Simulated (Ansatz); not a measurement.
## Candidate structures of PbO2

Method: Ansatz 0.2.0, DFT, PBE, all-electron LAPW, scalar-relativistic.

Each cell is taken as listed (from a database or a relaxation; residual pressures are under 0.6 GPa and forces under 0.08 eV/Å), on meshes of about 0.2 Å⁻¹ spacing; energies are extrapolated to zero smearing, with no zero-point or thermal terms. Other structures, the observed one among them, may be missing from this set and lie lower. No run is spin-polarised.

Spin–orbit coupling is left out, though it moves levels of the heavy atoms by tenths of an eV or more.

(1) Order the structures by energy per atom, lowest first, and give the differences.
A.
```
Pb O
1.0
     3.41561    0.00000    0.00000
    -1.70781    2.95801    0.00000
     0.00000    0.00000    5.31488
Pb O
1 2
Cartesian
  0.0000 0.0000 0.0000
  0.0000 1.9720 1.0611
  1.7078 0.9860 4.2538
```
(CdI2 type, relaxed by us; 14×14×8 mesh on the primitive cell, smearing 0.05 eV, P = 0.0 GPa)
B.
```
Pb O
1.0
     0.00000    2.70199    2.70199
     2.70199    0.00000    2.70199
     2.70199    2.70199    0.00000
Pb O
1 2
Cartesian
  0.0000 0.0000 0.0000
  1.3510 1.3510 1.3510
  4.0530 4.0530 4.0530
```
(MP-relaxed cell mp-20158; 12×12×12 mesh on the primitive cell, smearing 0.05 eV, P = 0.3 GPa)

## Answers

(1) A (0 meV/atom), B (16 meV/atom).
